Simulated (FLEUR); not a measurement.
# CdTe (F-43m) in FLEUR: further runs

The runs below take CdTe through band structure, equation of state, with LDA (von Barth-Hedin).

Program: FLEUR MaX-R8.1 (later development tree). These are calculated values, not measurements. Logs are shortened: lines on timing, memory, paths and dates and some standing lists are left out, and cuts for length are marked.

**Measured values to compare with.**

A printed reference work, data compilation reports, for a bulk crystal of CdTe at 0 K: band gap 1.607 eV.

“Multiscale insight into the Cd1-xZnxTe vibrational-mechanical properties -- High-pressure experiments and ab initio calculations”, 2023, arxiv:2306.14539 quotes, for a powder of CdTe: bulk modulus 42 ± 2 GPa.

How close the calculation comes is told below.

## 1. The crystal as given

Symmetry: F-43m, No. 216, cubic system. Conventional cell: a = 6.410 Å, b = 6.410 Å, c = 6.410 Å, α = 90.00°, β = 90.00°, γ = 90.00°. Te (site symmetry -43m) is surrounded by 4 Cd at 2.78 Å. Cd (site symmetry -43m) is surrounded by 4 Te at 2.78 Å.

## 2. Band structure, LDA (von Barth-Hedin)

Contents of inp.xml:

```xml
<?xml version="1.0" encoding="UTF-8" standalone="no"?>
<fleurInput fleurInputVersion="0.39">
   <comment>
      CdTe                                                                                                
   </comment>
   <calculationSetup>
      <cutoffs Kmax="4.26" Gmax="13.2" GmaxXC="13.2" numbands="0"/>
      <scfLoop itmax="60" minDistance="0.00001" maxIterBroyd="15" imix="Anderson" alpha="0.05" precondParam="0.0" spinf="2.0" sdNocoIR="T"/>
      <coreElectrons ctail="T" frcor="F" kcrel="0" coretail_lmax="0"/>
      <xcFunctional name="bh" relativisticCorrections="F"/>
      <magnetism jspins="1"/>
      <soc l_soc="F" theta="0.0" phi="0.0" spav="F"/>
      <expertModes spex="0" secvar="F"/>
      <geometryOptimization l_f="F" forcealpha="1.0" forcemix="BFGS" epsdisp="0.00001" epsforce="0.00001"/>
      <ldaU l_linMix="F" mixParam="0.05" spinf="1.0"/>
   </calculationSetup>
   <cell>
      <bzIntegration valenceElectrons="42.0" mode="hist" fermiSmearingEnergy="0.00183747">
         <kPointListSelection listName="default-1"/>
         <!-- k-points included here -->
         <xi:include xmlns:xi="http://www.w3.org/2001/XInclude" href="kpts.xml"> </xi:include>
      </bzIntegration>
      <!-- symmetry operations included here -->
      <xi:include xmlns:xi="http://www.w3.org/2001/XInclude" href="sym.xml"> </xi:include>
      <bulkLattice scale="1.0">
         <bravaisMatrix>
            <row-1>    0.0000000000000000     6.0565722293429998     6.0565722293429998</row-1>
[... 31 lines left out ...]
         <lo type="SCLO" l="0" n="4" eDeriv="0"/>
         <lo type="SCLO" l="1" n="4" eDeriv="0"/>
         <lo type="SCLO" l="1" n="4" eDeriv="1"/>
         <lo type="SCLO" l="2" n="4" eDeriv="2"/>
         <lo type="SCLO" l="3" n="4" eDeriv="2"/>
      </species>
   </atomSpecies>
   <atomGroups>
      <atomGroup species="Tellurium (Te)">
         <relPos label="                   1">-1.000/4.000 -1.000/4.000 -1.000/4.000</relPos>
         <force calculate="T" relaxXYZ="TTT"/>
      </atomGroup>
      <atomGroup species="Cadmium (Cd)">
         <relPos label="                   2">.0000000000 .0000000000 .0000000000</relPos>
         <force calculate="T" relaxXYZ="TTT"/>
      </atomGroup>
   </atomGroups>
   <output dos="F" band="F" slice="F">
      <checks vchk="F" cdinf="F"/>
      <bandDOS minEnergy="-.5*Htr" maxEnergy="0.5*Htr" sigma="0.015" storeEVData="T"/>
      <vacuumDOS vacdos="F" integ="F" star="F" nstars="0" locx1="0.0" locy1="0.0" locx2="0.0" locy2="0.0" nstm="0" tworkf="0.0"/>
      <unfoldingBand unfoldBand="F" supercellX="1" supercellY="1" supercellZ="1"/>
      <plotting iplot="0" polar="F">
         <plot TwoD="T" vec1="  1.0  0.0  0.0" vec2="  0.0  1.0  0.0" vec3="  0.0  0.0  1.0" zero="  0.0  0.0  0.0" file="plot"/>
      </plotting>
      <chargeDensitySlicing numkpt="0" minEigenval="0.0" maxEigenval="0.0" nnne="0" pallst="F"/>
      <specialOutput eonly="F"/>
      <moessbauerParams electricFieldGradient="T" isomerShift="T" coreHyperfine="T" valenceHyperfine="T"/>
      <magneticCircularDichroism mcd="F" energyLo="-10.0" energyUp="0.0"/>
   </output>
  <!-- We include the file relax.xml here to enable relaxations (see documentation) -->
  <xi:include xmlns:xi="http://www.w3.org/2001/XInclude" href="relax.xml"> <xi:fallback/> </xi:include>
</fleurInput>
```

Contents of crystal.txt:

```
CdTe
&input cartesian=F /
0.0000000000  3.2050000000  3.2050000000
3.2050000000  0.0000000000  3.2050000000
3.2050000000  3.2050000000  0.0000000000
1.8897261246
1.0 1.0 1.0

2
52 0.7500000000  0.7500000000  0.7500000000
48 0.0000000000  0.0000000000  0.0000000000

&kpt div1=7 div2=7 div3=7 gamma=T /
```

Contents of inp.xml (bands):

```
<?xml version="1.0" encoding="UTF-8" standalone="no"?>
<fleurInput fleurInputVersion="0.39">
   <comment>
      CdTe                                                                                                
   </comment>
   <calculationSetup>
      <cutoffs Kmax="4.26" Gmax="13.2" GmaxXC="13.2" numbands="0"/>
      <scfLoop itmax="60" minDistance="0.00001" maxIterBroyd="15" imix="Anderson" alpha="0.05" precondParam="0.0" spinf="2.0" sdNocoIR="T"/>
      <coreElectrons ctail="T" frcor="F" kcrel="0" coretail_lmax="0"/>
      <xcFunctional name="bh" relativisticCorrections="F"/>
      <magnetism jspins="1"/>
      <soc l_soc="F" theta="0.0" phi="0.0" spav="F"/>
      <expertModes spex="0" secvar="F"/>
      <geometryOptimization l_f="F" forcealpha="1.0" forcemix="BFGS" epsdisp="0.00001" epsforce="0.00001"/>
      <ldaU l_linMix="F" mixParam="0.05" spinf="1.0"/>
   </calculationSetup>
   <cell>
      <bzIntegration valenceElectrons="42.0" mode="hist" fermiSmearingEnergy="0.00183747">
         <kPointListSelection listName="path-1"/>
         <!-- k-points included here -->
         <xi:include xmlns:xi="http://www.w3.org/2001/XInclude" href="kpts.xml"> </xi:include>
      </bzIntegration>
      <!-- symmetry operations included here -->
      <xi:include xmlns:xi="http://www.w3.org/2001/XInclude" href="sym.xml"> </xi:include>
      <bulkLattice scale="1.0">
         <bravaisMatrix>
[... 32 lines left out ...]
         <lo type="SCLO" l="0" n="4" eDeriv="0"/>
         <lo type="SCLO" l="1" n="4" eDeriv="0"/>
         <lo type="SCLO" l="1" n="4" eDeriv="1"/>
         <lo type="SCLO" l="2" n="4" eDeriv="2"/>
         <lo type="SCLO" l="3" n="4" eDeriv="2"/>
      </species>
   </atomSpecies>
   <atomGroups>
      <atomGroup species="Tellurium (Te)">
         <relPos label="                   1">-1.000/4.000 -1.000/4.000 -1.000/4.000</relPos>
         <force calculate="T" relaxXYZ="TTT"/>
      </atomGroup>
      <atomGroup species="Cadmium (Cd)">
         <relPos label="                   2">.0000000000 .0000000000 .0000000000</relPos>
         <force calculate="T" relaxXYZ="TTT"/>
      </atomGroup>
   </atomGroups>
   <output dos="F" band="T" slice="F">
      <checks vchk="F" cdinf="F"/>
      <bandDOS minEnergy="-.5*Htr" maxEnergy="0.5*Htr" sigma="0.015" storeEVData="T"/>
      <vacuumDOS vacdos="F" integ="F" star="F" nstars="0" locx1="0.0" locy1="0.0" locx2="0.0" locy2="0.0" nstm="0" tworkf="0.0"/>
      <unfoldingBand unfoldBand="F" supercellX="1" supercellY="1" supercellZ="1"/>
      <plotting iplot="0" polar="F">
         <plot TwoD="T" vec1="  1.0  0.0  0.0" vec2="  0.0  1.0  0.0" vec3="  0.0  0.0  1.0" zero="  0.0  0.0  0.0" file="plot"/>
      </plotting>
      <chargeDensitySlicing numkpt="0" minEigenval="0.0" maxEigenval="0.0" nnne="0" pallst="F"/>
      <specialOutput eonly="F"/>
      <moessbauerParams electricFieldGradient="T" isomerShift="T" coreHyperfine="T" valenceHyperfine="T"/>
      <magneticCircularDichroism mcd="F" energyLo="-10.0" energyUp="0.0"/>
   </output>
  <!-- We include the file relax.xml here to enable relaxations (see documentation) -->
  <xi:include xmlns:xi="http://www.w3.org/2001/XInclude" href="relax.xml"> <xi:fallback/> </xi:include>
</fleurInput>
```

Potentials or basis: all-electron, FLAPW.

The run is started by

```
$ inpgen -f crystal.txt -profile fastHighL
$ # inp.xml edited to the form shown
$ fleur_MPI
$ fleur_MPI   # second run, on inp.xml (bands)
```

The log of the run:

```text
Welcome to FLEUR        (www.flapw.de)
      MaX-Release 8.1          (www.max-centre.eu)

 ========== k-point set info ==========
 Selected k-point list: default-1
 k-point list type: mesh
 7 x 7 x 7
 Number of k points: 20

 ------------Calculation Setup---------------------------
 Number of MPI-tasks      :            1
 Number of PE/node        :            1
 Number of OMP-threads    :            1
 Most efficient MPI parallelization for:
           1           2           4           5          10          20
 Additional eigenvalue parallelization possible
 Number of basis functions:          676
 Approximate size of matrices (H+S) per k-point:         0.014 GB
 --------------------------------------------------------
 Iteration:     1   Distance:       5.76933905 me/bohr^3
 Iteration:     2   Distance:       5.30977189 me/bohr^3
 Iteration:     3   Distance:       3.17897182 me/bohr^3
 Iteration:     4   Distance:       0.88155794 me/bohr^3
 Iteration:     5   Distance:       0.66107432 me/bohr^3
 Iteration:     6   Distance:       0.11655297 me/bohr^3
 Iteration:     7   Distance:       0.07351141 me/bohr^3
 Iteration:     8   Distance:       0.03535524 me/bohr^3
 Iteration:     9   Distance:       0.00450343 me/bohr^3
 Iteration:    10   Distance:       0.00365316 me/bohr^3
 Iteration:    11   Distance:       0.00032952 me/bohr^3
 Iteration:    12   Distance:       0.00016475 me/bohr^3
 Iteration:    13   Distance:       0.00004845 me/bohr^3
 Iteration:    14   Distance:       0.00000392 me/bohr^3

 ********************************************************************
 Run finished successfully
 Stop message:
   all done
 ********************************************************************
```

output (bands):

```text
Welcome to FLEUR        (www.flapw.de)
      MaX-Release 8.1          (www.max-centre.eu)

 ========== k-point set info ==========
 Selected k-point list: path-1
 k-point list type: path
 Number of k points: 60

 ------------Calculation Setup---------------------------
 Number of MPI-tasks      :            1
 Number of PE/node        :            1
 Number of OMP-threads    :            1
 Most efficient MPI parallelization for:
           1           2           3           4           5           6          10          12          15          20          30          60
 Additional eigenvalue parallelization possible
 Number of basis functions:          688
 Approximate size of matrices (H+S) per k-point:         0.014 GB
 --------------------------------------------------------
 Fermi energy correction for insulators:
 No automatic correction of the Fermi energy has been performed.

 Note: Band structure data (together with different weights) is also stored in the banddos.hdf file.
       A convenient way of extracting and plotting the data from that file is by making use of the

 ********************************************************************
 Run finished successfully
 Stop message:
   Charge density postprocessing done.
 ********************************************************************
```

out.xml (last iteration):

```text
<iteration numberForCurrentRun="   14" overallNumber="   14">
         <energyParameters units="Htr">
            <atomicEP atomType="1" spin="1" branch="5s" branchLowest="-5.67" branchHighest="0.69" value="-0.3157351139"/>
            <atomicEP atomType="1" spin="1" branch="5p" branchLowest="-3.84" branchHighest="1.47" value="-0.0638959871"/>
            <atomicEP atomType="1" spin="1" branch="5d" branchLowest="-1.14" branchHighest="2.82" value="0.1454168512"/>
            <atomicEP atomType="1" spin="1" branch="4f" branchLowest="-9.99" branchHighest="1.65" value="0.2984409776"/>
            <loAtomicEP atomType="1" spin="1" branch="4p" branchLowest="-29.15" branchHighest="-3.84" value="-3.8570829245"/>
            <loAtomicEP atomType="1" spin="1" branch="4p" branchLowest="-29.15" branchHighest="-3.84" value="-3.8570829245"/>
            <loAtomicEP atomType="1" spin="1" branch="4d" branchLowest="-20.22" branchHighest="-1.14" value="-1.1826646321"/>
            <loAtomicEP atomType="1" spin="1" branch="4d" branchLowest="-20.22" branchHighest="-1.14" value="-1.1826646321"/>
            <loAtomicEP atomType="1" spin="1" branch="5s" branchLowest="-5.67" branchHighest="0.69" value="-0.3157351139"/>
            <loAtomicEP atomType="1" spin="1" branch="4f" branchLowest="-9.99" branchHighest="1.65" value="0.2984433658"/>
            <atomicEP atomType="2" spin="1" branch="5s" branchLowest="-3.61" branchHighest="1.07" value="0.0010796218"/>
            <atomicEP atomType="2" spin="1" branch="5p" branchLowest="-2.17" branchHighest="1.70" value="0.1661737113"/>
            <atomicEP atomType="2" spin="1" branch="4d" branchLowest="-14.18" branchHighest="-0.07" value="-0.1512252632"/>
            <atomicEP atomType="2" spin="1" branch="4f" branchLowest="-9.99" branchHighest="2.00" value="0.4850202729"/>
            <loAtomicEP atomType="2" spin="1" branch="4s" branchLowest="-26.63" branchHighest="-3.61" value="-3.6071589256"/>
            <loAtomicEP atomType="2" spin="1" branch="4p" branchLowest="-21.78" branchHighest="-2.17" value="-2.1855723990"/>
            <loAtomicEP atomType="2" spin="1" branch="4p" branchLowest="-21.78" branchHighest="-2.17" value="-2.1855723990"/>
            <loAtomicEP atomType="2" spin="1" branch="4d" branchLowest="-14.18" branchHighest="-0.07" value="-0.1596710184"/>
            <loAtomicEP atomType="2" spin="1" branch="4f" branchLowest="-9.99" branchHighest="2.00" value="0.4850224708"/>
         </energyParameters>
         <eigenvalues>
            <eigenvaluesAt spin="1" ikpt="1" k_x="0.00000000" k_y="0.00000000" k_z="0.00000000">
                      -3.8453313380       -3.8453313380       -3.8453313380       -3.6071565948       -2.1793571601
                      -2.1793571601       -2.1793571601       -1.1852010591       -1.1852010591       -1.1852010591
                      -1.1848183401       -1.1848183401       -0.2823792757       -0.1691637391       -0.1691637391
                      -0.1691637391       -0.1585285453       -0.1585285453        0.1391508209        0.1391508209
                       0.1391508209        0.1617935358        0.3051849203        0.3051849203        0.3051849203
                       0.4065493962        0.4915843938        0.4915843938        0.5049472512        0.5049472512
                       0.5049472512        0.5932567355        0.8369413262
[... 72 lines left out ...]
               <shell n="3" l="0" isomerShift="4721.40656"/>
               <shell n="3" l="1" isomerShift="135.08383"/>
               <shell n="4" l="0" isomerShift="1003.07050"/>
               <shell n="3" l="2" isomerShift="0.00003"/>
            </coreIsomerShift>
            <coreIsomerShift atomType="2" isTotal="160874.04712">
               <shell n="1" l="0" isomerShift="141071.23835"/>
               <shell n="2" l="0" isomerShift="16272.01293"/>
               <shell n="2" l="1" isomerShift="357.21094"/>
               <shell n="3" l="0" isomerShift="3100.37628"/>
               <shell n="3" l="1" isomerShift="73.20860"/>
               <shell n="3" l="2" isomerShift="0.00001"/>
            </coreIsomerShift>
            <isomerShift atomType="1" nucleusRadius="0.0001189" averageDensity="231383.69937"/>
            <isomerShift atomType="2" nucleusRadius="0.0001140" averageDensity="161509.05952"/>
            <electricFieldGradient atomType="1" VXX="0.00000" VYY="0.00000" VZZ="0.00000" asymParam="0.00000">
            </electricFieldGradient>
            <electricFieldGradient atomType="2" VXX="0.00000" VYY="0.00000" VZZ="0.00000" asymParam="0.00000">
            </electricFieldGradient>
         </moessbauerParams>
         <totalEnergy                                    value="   -12383.9068703826" units="Htr">
            <sumOfEigenvalues                            value="    -7486.3359241698">
               <coreElectrons value="-7429.3174737603"/>
               <valenceElectrons value="-57.0184504094"/>
            </sumOfEigenvalues>
            <densityCoulombPotentialIntegral value="-20099.2507766990"/>
            <densityEffectivePotentialIntegral value="-20525.4067142267"/>
            <chargeDenXCDenIntegral value="-321.8062660844"/>
            <FockExchangeEnergyValence value="0.0000000000"/>
            <FockExchangeEnergyCore value="0.0000000000"/>
            <atomTypeDependentContributions atomType="1">
               <electronNucleiInteractionDifferentMTs value="8226.2885711143"/>
               <MadelungTerm value="-33.6780894593"/>
            </atomTypeDependentContributions>
            <atomTypeDependentContributions atomType="2">
               <electronNucleiInteractionDifferentMTs value="6774.6078408028"/>
               <MadelungTerm value="-16.9715046293"/>
            </atomTypeDependentContributions>
            <tkbTimesEntropy value="0.0000005594"/>
            <freeEnergy value="-12383.9068709419"/>
            <extrapolationTo0K value="-12383.9068706622"/>
         </totalEnergy>
         <densityConvergence units="me/bohr^3">
            <chargeDensity spin="1" distance="0.0000039160"/>
         </densityConvergence>
      </iteration>
```

Wall time 90 s (1 thread of Arm Neoverse V2, shared host); peak memory 0.07 GiB.

What came out:

- Free energy: -336983.2731 eV
- Band gap on the k mesh: 0.62 eV, direct
- Band gap along the path: 0.62 eV, direct
- Valence electrons inside the program's atomic spheres: Te 19.09; Cd 18.62 (radii Te 2.3, Cd 2.56 bohr)

Levels at the corners of the path, in eV from the valence-band top:
```csv
point,band 18,band 19,band 20,band 21,band 22,band 23,band 24,band 25
Γ,-8.10,0.00,0.00,0.00,0.62,4.52,4.52,4.52
X,-7.59,-4.54,-2.00,-2.00,2.41,2.56,8.81,9.18
W,-7.50,-4.42,-2.48,-2.37,4.27,4.58,5.48,6.20
K,-7.54,-4.44,-2.74,-1.66,2.76,4.46,7.29,7.47
Γ,-8.10,0.00,0.00,0.00,0.62,4.52,4.52,4.52
L,-7.74,-4.68,-0.83,-0.83,1.68,5.13,5.13,6.89
U,-7.54,-4.44,-2.74,-1.66,2.76,4.46,7.29,7.47
W,-7.50,-4.42,-2.48,-2.37,4.27,4.58,5.48,6.20
L,-7.74,-4.68,-0.83,-0.83,1.68,5.13,5.13,6.89
K,-7.54,-4.44,-2.74,-1.66,2.76,4.46,7.29,7.47
U,-7.54,-4.44,-2.74,-1.66,2.76,4.46,7.29,7.47
X,-7.59,-4.54,-2.00,-2.00,2.41,2.56,8.81,9.18
```

Core levels (eV from the Fermi level):
```tsv
atom	levels
1 Te	1s1/2 -31566.3, 2s1/2 -4835.8, 2p1/2 -4532.8, 2p3/2 -4258.7, 3s1/2 -957.7, 3p1/2 -832.9, 3p3/2 -781.8, 4s1/2 -158.6, 3d3/2 -560.9, 3d5/2 -550.2
2 Cd	1s1/2 -26473.9, 2s1/2 -3927.3, 2p1/2 -3658.0, 2p3/2 -3465.8, 3s1/2 -728.7, 3p1/2 -620.6, 3p3/2 -586.3, 3d3/2 -394.3, 3d5/2 -387.3
```

Caveat: spin-orbit coupling is left out, which moves the levels of the heavy elements.

(Part 1 of 2 ends here.)
